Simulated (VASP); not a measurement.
# BaTiO3 (Pm-3m) in VASP: a series of runs

One crystal, BaTiO3, is run at these levels: LDA; tasks: single point.

All numbers are computed with VASP 6.6.1; they aren't measurements. Logs are shortened: lines on timing, memory, paths and dates and some standing lists are left out, and cuts for length are marked.

## Step 1: Starting point

The structure is cubic, space group Pm-3m (No. 221). The conventional cell has a = 4.006 Å, b = 4.006 Å, c = 4.006 Å, α = 90.00°, β = 90.00°, γ = 90.00°. Ba (site symmetry m-3m) has 12 O at 2.83 Å as nearest neighbours. Ti (site symmetry m-3m) has 6 O at 2.00 Å as nearest neighbours. O (site symmetry 4/mmm) has 2 Ti at 2.00 Å as nearest neighbours.

## Step 2: Single point, LDA

Input file INCAR:

```
PREC = Accurate
ENCUT = 460
EDIFF = 1E-7
ISMEAR = 0
SIGMA = 0.05
LREAL = False
LASPH = True
NELM = 100
ALGO = Normal
ISIF = 2
LWAVE = False
LCHARG = False
GGA = CA
ADDGRID = True
```

Input file KPOINTS:

```
Automatic mesh
0
Gamma
  4 4 4
```

Input file POSCAR:

```
BaTiO3
1.0
    4.0060000000      0.0000000000      0.0000000000
    0.0000000000      4.0060000000      0.0000000000
    0.0000000000      0.0000000000      4.0060000000
Ba Ti O
1 1 3
Direct
    0.5000000000      0.5000000000      0.5000000000
    0.0000000000      0.0000000000      0.0000000000
    0.0000000000      0.0000000000      0.5000000000
    0.0000000000      0.5000000000      0.0000000000
    0.5000000000      0.0000000000      0.0000000000
```

Potentials or basis: VASP PAW LDA potentials, release 64 (Ba_sv, Ti_sv, O).

On the command line:

```sh
$ cat potpaw_LDA.64/Ba_sv/POTCAR potpaw_LDA.64/Ti_sv/POTCAR potpaw_LDA.64/O/POTCAR > POTCAR
$ mpirun -np 1 vasp_std > vasp.out
```

OUTCAR:

```text
PREC = Accurate
   ENCUT = 460
   EDIFF = 1E-7
   ISMEAR = 0
   LREAL = False
   LASPH = True
   NELM = 100
   ISIF = 2
   GGA = CA

 Found     10 irreducible k-points:

 Following reciprocal coordinates:
            Coordinates               Weight
  0.000000  0.000000  0.000000      1.000000
  0.250000  0.000000  0.000000      6.000000
  0.500000  0.000000  0.000000      3.000000
  0.250000  0.250000  0.000000     12.000000
  0.500000  0.250000  0.000000     12.000000
  0.500000  0.500000  0.000000      3.000000
   k-points           NKPTS =     10   k-points in BZ     NKDIM =     10   number of bands    NBANDS=     24
   number of dos      NEDOS =    301   number of ions     NIONS =      5
   total plane-waves  NPLWV =  21952
   dimension x,y,z NGX =    28 NGY =   28 NGZ =   28
   dimension x,y,z NGXF=    56 NGYF=   56 NGZF=   56
   ions per type =               1   1   3
   NGX,Y,Z   is equivalent  to a cutoff of  11.62, 11.62, 11.62 a.u.
   NGXF,Y,Z  is equivalent  to a cutoff of  23.24, 23.24, 23.24 a.u.
 SYSTEM =  unknown system
   PREC   = accura    normal or accurate (medium, high low for compatibility)
   ISTART =      0    job   : 0-new  1-cont  2-samecut
   ICHARG =      2    charge: 1-file 2-atom 10-const
   ISPIN  =      1    spin polarized calculation?
   LNONCOLLINEAR =      F non collinear calculations
   LSORBIT =      F    spin-orbit coupling
   LASPH  =      T    aspherical Exc in radial PAW
   ENCUT  =  460.0 eV  33.81 Ry    5.81 a.u.   7.01  7.01  7.01*2*pi/ulx,y,z
   NELM   =    100;   NELMIN=  2; NELMDL= -5     # of ELM steps
   EDIFF  = 0.1E-06   stopping-criterion for ELM
   LREAL  =      F    real-space projection
   EDIFFG = 0.1E-05   stopping-criterion for IOM
   NSW    =      0    number of steps for IOM
   IBRION =     -1    ionic relax: 0-MD 1-quasi-New 2-CG
   NFREE  =      0    steps in history (QN), initial steepest desc. (CG)
   ISIF   =      2    stress and relaxation
   ISYM   =      2    0-nonsym 1-usesym 2-fastsym
   POTIM  = 0.5000    time-step for ionic-motion
   TEBEG  =    0.0;   TEEND  =   0.0 temperature during run
   PSTRESS=    0.0 pullay stress
   NELECT =      40.0000    total number of electrons
   NUPDOWN=      -1.0000    fix difference up-down
   EMIN   =  10.00;   EMAX   =-10.00  energy-range for DOS
   EFERMI =   0.00;   METHOD = LEGACY
   ISMEAR =     0;   SIGMA  =   0.05  broadening in eV -4-tet -1-fermi 0-gaus
   EFERMI_NEDOS =   21; number of points for ismear=-14 and -15
   IALGO  =     38    algorithm
   IMIX   =      4    mixing-type and parameters
     AMIX     =   0.40;   BMIX     =  1.00
     AMIX_MAG =   1.60;   BMIX_MAG =  1.00
  volume/ion in A,a.u.               =      12.86        86.77
  Fermi-wavevector in a.u.,A,eV,Ry     =   1.397603  2.641087 26.576187  1.953295
  Thomas-Fermi vector in A             =   2.520843
   LORBIT       =      0    0 simple, 1 ext, 2 COOP (PROOUT), +10 PAW based schemes
   GGA     = CA    functional components
   LHFCALC =     F    Hartree Fock is set to
   AEXX    =    0.0000 exact exchange contribution
   IVDW    =     0    specifies the selected vdW correction
   LEPSILON=     F    determine dielectric tensor
   LRPA    =     F    only Hartree local field effects (RPA)
 non-spin polarized calculation
 Gauss-broadening in eV      SIGMA  =   0.05
  energy-cutoff  :      460.00
  volume of cell :       64.29
 maximum number of plane-waves:      1472
   NGX = 15   NGY = 15   NGZ = 15

 number of electron      40.0000002 magnetization

 Free energy of the ion-electron system (eV)
  ---------------------------------------------------
  ext. energy  EPLUGINS =         0.00000000
  ---------------------------------------------------
  free energy    TOTEN  =       -44.08987100 eV

  energy without entropy =      -44.08987100  energy(sigma->0) =      -44.08987100

 E-fermi :   3.8979     XC(G=0): -11.7241

 val. band max:        3.5054287229   @ k =   0.5000   0.5000   0.5000
 cond. band min:       5.1398548451   @ k =   0.0000   0.0000   0.0000
 fundamental gap:      1.6344261221
 Fermi energy:         3.8978651543

 k-point     1 :       0.0000    0.0000    0.0000
  band No.  band energies     occupation
      1     -52.4150      2.00000
      2     -29.0280      2.00000
      3     -29.0280      2.00000
      4     -29.0280      2.00000
      5     -21.1581      2.00000
      6     -13.0679      2.00000
[... 16 lines left out ...]
     23       5.1399      0.00000
     24       7.4091      0.00000

 k-point     2 :       0.2500    0.0000    0.0000
  band No.  band energies     occupation
      1     -52.4145      2.00000
      2     -29.0546      2.00000
      3     -29.0269      2.00000
      4     -29.0269      2.00000
      5     -21.0979      2.00000
      6     -13.1495      2.00000
[... 16 lines left out ...]
     23       6.1363      0.00000
     24       7.4141      0.00000

 k-point     3 :       0.5000    0.0000    0.0000
  band No.  band energies     occupation
      1     -52.4139      2.00000
      2     -29.0809      2.00000
      3     -29.0258      2.00000
      4     -29.0258      2.00000
      5     -21.0360      2.00000
      6     -13.3174      2.00000
[... 16 lines left out ...]
     23       6.9337      0.00000
     24       7.4179      0.00000

 k-point     4 :       0.2500    0.2500    0.0000
  band No.  band energies     occupation
      1     -52.4139      2.00000
      2     -29.0536      2.00000
      3     -29.0527      2.00000
      4     -29.0258      2.00000
      5     -21.0482      2.00000
      6     -13.0407      2.00000
[... 16 lines left out ...]
     23       6.4686      0.00000
     24       7.9752      0.00000

 k-point     5 :       0.5000    0.2500    0.0000
  band No.  band energies     occupation
      1     -52.4134      2.00000
      2     -29.0791      2.00000
      3     -29.0517      2.00000
      4     -29.0248      2.00000
      5     -20.9973      2.00000
      6     -13.0445      2.00000
[... 16 lines left out ...]
     23       7.0452      0.00000
     24       8.0783      0.00000

 k-point     6 :       0.5000    0.5000    0.0000
  band No.  band energies     occupation
      1     -52.4129      2.00000
      2     -29.0773      2.00000
      3     -29.0773      2.00000
      4     -29.0238      2.00000
      5     -20.9577      2.00000
      6     -12.6957      2.00000
[... 16 lines left out ...]
     23       7.3478      0.00000
     24       8.2615      0.00000

 [... further k-points ...]
[... 5 lines left out ...]
  --------------------------------------------------------------------------------------
  -------------------------------------------------------------------------------------
  Total       -3.2071263     -3.2071263     -3.2071263      0.0000000     -0.0000000      0.0000000
  in kB      -79.9270543    -79.9270543    -79.9270543      0.0000000     -0.0000000      0.0000000
  external PRESSURE =     -79.9270543 kB  Pullay stress =       0.0000000 kB

 VOLUME and BASIS-vectors are now :
 -----------------------------------------------------------------------------
  energy-cutoff  :      460.00
  volume of cell :       64.29
      direct lattice vectors                 reciprocal lattice vectors
     4.006000000  0.000000000  0.000000000     0.249625562  0.000000000  0.000000000
     0.000000000  4.006000000  0.000000000     0.000000000  0.249625562  0.000000000
     0.000000000  0.000000000  4.006000000     0.000000000  0.000000000  0.249625562

 POSITION                                       TOTAL-FORCE (eV/Angst)
 -----------------------------------------------------------------------------------
      2.00300      2.00300      2.00300         0.000000      0.000000      0.000000
      0.00000      0.00000      0.00000         0.000000      0.000000      0.000000
      0.00000      0.00000      2.00300         0.000000      0.000000      0.000000
      0.00000      2.00300      0.00000         0.000000      0.000000      0.000000
      2.00300      0.00000      0.00000         0.000000      0.000000      0.000000
 -----------------------------------------------------------------------------------
    total drift:                                0.000000      0.000000     -0.000000

  FREE ENERGIE OF THE ION-ELECTRON SYSTEM (eV)
  ---------------------------------------------------
  free  energy   TOTEN  =       -44.0898709970 eV

  energy  without entropy=      -44.0898709970  energy(sigma->0) =      -44.08987100
```

It took 20 s on 1 thread of AMD EPYC 7R13 (Zen 3), shared host; peak memory 0.19 GiB.

These settings aren't checked as converged: the numbers below hold their error.

What came out:

```yaml
Free_energy: -44.0899 eV
Pressure: -8.0 GPa
Band_gap_on_the_k_mesh: 1.63 eV, indirect (least direct gap 1.78 eV)
```

Caveat: the cutoff is under 1.25 times the usual one of these potentials, so pressure, stress and relaxed cells hold a basis-set (Pulay) error; spin-orbit coupling is left out, which moves the levels of the heavy elements.

(Continued in part 2 of 2.)
